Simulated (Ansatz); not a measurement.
## KCl (Sylvite) in Ansatz: the effect of functional

KCl (Sylvite):

```
K Cl
1.0
     0.00000    3.14647    3.14647
     3.14647    0.00000    3.14647
     3.14647    3.14647    0.00000
K Cl
1 1
Direct
  0.00000 0.00000 0.00000
  0.50000 0.50000 0.50000
```

Alike in all runs:

```yaml
Program: Ansatz 0.2.0
Task: single point
Potentials_or_basis: all-electron PAW datasets made for the crystal
k_mesh: 6 × 6 × 6
Occupations: fermi-dirac, width 0.05 eV
Spin: no spin polarisation
```

**Question.** One run gave: gap on the mesh 6.50 eV. Which functional did it use?
A. PBE
B. HSE06
C. PBEsol
D. PBE0

**Answer.** B.

| functional | cutoff | gap on the mesh (eV) |
| --- | --- | --- |
| PBE | 220 eV | 5.19 |
| HSE06 | 250 eV | 6.50 |
| PBE0 | 250 eV | 7.24 |
| PBEsol | 220 eV | 5.03 |

A k mesh can miss the band edges.

Not every run made on this cell is shown here.
